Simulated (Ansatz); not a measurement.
One crystal and one scan (energy against volume) at two levels, PBE (plane waves to 420 eV, PAW, scalar-relativistic; Ansatz, an electronic-structure program) and r2SCAN (plane waves to 500 eV, PAW, scalar-relativistic; Ansatz), each from its own relaxed cell and on its own mesh. The cell shown is that of PBE.

GeO$_{2}$ (alpha-quartz type, space group P3_121)

```
GeO2
1.0
    5.09349     0.00000     0.00000
   -2.54674     4.41109     0.00000
    0.00000     0.00000     5.76775
Ge O
3 6
Direct
  0.45565   0.00000   0.83333
  0.00000   0.45565   0.16667
  0.54435   0.54435   0.50000
  0.39740   0.29816   0.74186
  0.70184   0.09924   0.07519
  0.90076   0.60260   0.40853
  0.09924   0.70184   0.92481
  0.29816   0.39740   0.25814
  0.60260   0.90076   0.59147
```

E(V) scan at fixed shape, V₀ the volume above. The atoms relax within the cell's symmetry.

E stands for the smeared free energy. GeO2 was relaxed with its symmetry unable to fall. With the shape held, the modulus is that of even scaling; a crystal free to change shape is softer. Both scans cover V/V₀ from 0.840 to 1.160.

ΔE (meV/atom), each from the relaxed starting cell of its own level:

```json
[
 {"V/V₀": "0.840", "PBE": "58.0", "r2SCAN": "62.0"},
 {"V/V₀": "0.867", "PBE": "38.4", "r2SCAN": "withheld"},
 {"V/V₀": "0.893", "PBE": "23.5", "r2SCAN": "24.9"},
 {"V/V₀": "0.920", "PBE": "12.6", "r2SCAN": "13.3"},
 {"V/V₀": "0.947", "PBE": "5.3", "r2SCAN": "5.6"},
 {"V/V₀": "0.973", "PBE": "1.3", "r2SCAN": "1.3"},
 {"V/V₀": "1.000", "PBE": "0.0", "r2SCAN": "0.0"},
 {"V/V₀": "1.027", "PBE": "1.2", "r2SCAN": "1.3"},
 {"V/V₀": "1.053", "PBE": "4.6", "r2SCAN": "4.8"},
 {"V/V₀": "1.080", "PBE": "10.1", "r2SCAN": "10.3"},
 {"V/V₀": "1.107", "PBE": "17.3", "r2SCAN": "17.6"},
 {"V/V₀": "1.133", "PBE": "26.3", "r2SCAN": "26.4"},
 {"V/V₀": "1.160", "PBE": "36.8", "r2SCAN": "36.7"}
]
```

Task: Estimate the r2SCAN value at 0.867 from the PBE value there and the ratio of the two levels in the two nearest given rows on that side of the minimum.

Result: At 0.893 and 0.840 the ratio r2SCAN/PBE averages 1.064, which gives 1.064 × 38.4 = 40.9 meV/atom. The calculation gives 40.9 meV/atom, +6.5 % against PBE.

(Under strain, the slope of the energy per volume gives the stress and its curvature an elastic modulus.)
